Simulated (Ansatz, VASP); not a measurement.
**One calculation of RbBr3, two programs**

```xyz
4
Lattice="3.2734 1.8899 4.1734 -3.2734 1.8899 4.1734 0.0000 -3.7798 4.1734" Properties=species:S:1:pos:R:3 pbc="T T T"
Rb    0.0000    0.0000    6.2601
Br    0.0000   -1.8899    2.0867
Br    1.6367    0.9450    2.0867
Br   -1.6367    0.9450    2.0867
```

Alike in both runs: functional PBE; k mesh 3 × 3 × 3; occupations gaussian, width 0.1 eV; no spin polarisation.

Ansatz relaxed the structure, and its values are those at the end. VASP's run is a single point on that final structure, the one shown.

```csv
,VASP,Ansatz
version,VASP 6.6.1,Ansatz 0.2.0
potentials or method,"VASP PAW PBE potentials, release 64 (Rb_sv, Br)","scalar-relativistic, plane waves, PAW"
plane-wave cutoff (eV),520,420
valence electrons in the cell,30,30
```

|  | VASP | Ansatz | Ansatz less VASP |
| --- | --- | --- | --- |
| gap on the k mesh at the Fermi level (eV) | none | none | - |
| pressure (GPa) | 0.0 | 0.0 | -0.03 |

A gap of «none» marks a metal or a gap that the smearing closes.

Caveats: the k mesh is coarse (spacing up to 0.41 Å⁻¹), so the values aren't converged.
